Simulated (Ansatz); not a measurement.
# CdSe: field gradients at two levels of theory

Cell: a COD entry whose atoms were relaxed with PBE, the cell held.

```xyz
4
Lattice="4.2990 0.0000 0.0000 -2.1495 3.7230 0.0000 0.0000 0.0000 7.0100" Properties=species:S:1:pos:R:3 pbc="T T T"
Cd    0.0000    2.4820    0.0034
Cd    2.1495    1.2410    3.5084
Se    0.0000    2.4820    2.6379
Se    2.1495    1.2410    6.1429
```

Atom numbers follow the list; atoms alike are taken as one site, whose name carries the number of the first.

First run. Computed with Ansatz: DFT, PBE, plane waves and PAW, scalar-relativistic, 420 eV cutoff, Γ-centred 12×12×6 k-points, Fermi–Dirac smearing 0.02 eV.

| site | atom | V_zz (10²¹ V/m²) | η |
| --- | --- | --- | --- |
| Cd | 1 | 0.17 | 0.00 |
| Se | 3 | 0.15 | 0.00 |

Second run. The same atoms and settings, except that spin–orbit coupling is included (fully relativistic PAW files).

Task: Given the first result, estimate the second.

Result: 

| site | atom | V_zz | η | change of V_zz |
| --- | --- | --- | --- | --- |
| Cd | 1 | 0.17 | 0.00 | 0.00 |
| Se | 3 | 0.14 | 0.00 | -0.01 |

No V_zz moves by more than 0.01.
